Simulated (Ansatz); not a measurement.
## BN, space group P6_3/mmc: a comparison of functionals at one structure, step by step

Computed with Ansatz 0.2.0 through its Python package.

Notebook, run cell by cell (the value of a cell's last expression is shown):

```python
from dataclasses import dataclass

import ansatz
import numpy as np
import pandas as pd
```

```python
@dataclass
class RunConfig:
    mesh: tuple[int, ...] = (12, 12, 4)
    occupations: str = "fixed"
```

```python
settings = RunConfig()
```

```python
vectors = np.array([
    [2.49824, 0.0, 0.0],
    [-1.24912, 2.163539, 0.0],
    [0.0, 0.0, 6.6357],
])
cell = (
    ansatz.Lattice.of(vectors)
    .atom("B", [1 / 3, 2 / 3, 0.25])
    .atom("B", [2 / 3, 1 / 3, 0.75])
    .atom("N", [1 / 3, 2 / 3, 0.75])
    .atom("N", [2 / 3, 1 / 3, 0.25])
)

calculation = (
    cell.calculation()
    .kpoints(*settings.mesh)
    .occupations(settings.occupations)
    .band_table()
)

rows = []
for value in ["pbesol", "blyp", "pbe", "rpbe"]:
    r = calculation.functional(value).run(threads=1).report
    rows.append((value, r["free_energy_ev"] / len(r["lattice"]["sites"]), r["n_iterations"], r["gap_by_band_count_ev"], r["n_kpoints"]))
```

    DeckWarning: basis.ecutwfc = 420 eV, auto-derived from the records' recommended cutoffs: set by B (normal level)

```python
table = pd.DataFrame(rows, columns=["functional", "F/atom (eV)", "iterations", "gap by band count (eV)", "k-points"])
table.round(5)
```

      functional  F/atom (eV)  iterations  gap by band count (eV)  k-points
    0     pbesol   -266.88797           6                 4.19017        57
    1       blyp   -272.20210           6                 4.36282        57
    2        pbe   -271.20047           6                 4.29464        57
    3       rpbe   -272.49242           6                 4.40704        57

Semilocal gaps usually lie well under measured ones. Of the deposited cell: the entry's cell lengths or inner coordinates differ somewhat from later room-temperature determinations. The starting cell is as deposited in a crystallographic database; the results hold for this polymorph, which needn't be the stable one. Levels are Kohn-Sham eigenvalues on this mesh. Warnings are shown shortened and without file and line. Total energies of different functionals can't be compared; pressures, moments and gaps at this one structure can. Run time: 5 s on 1 thread of Intel(R) Xeon(R) Processor @ 2.30GHz (shared host), peak memory 0.52 GiB.
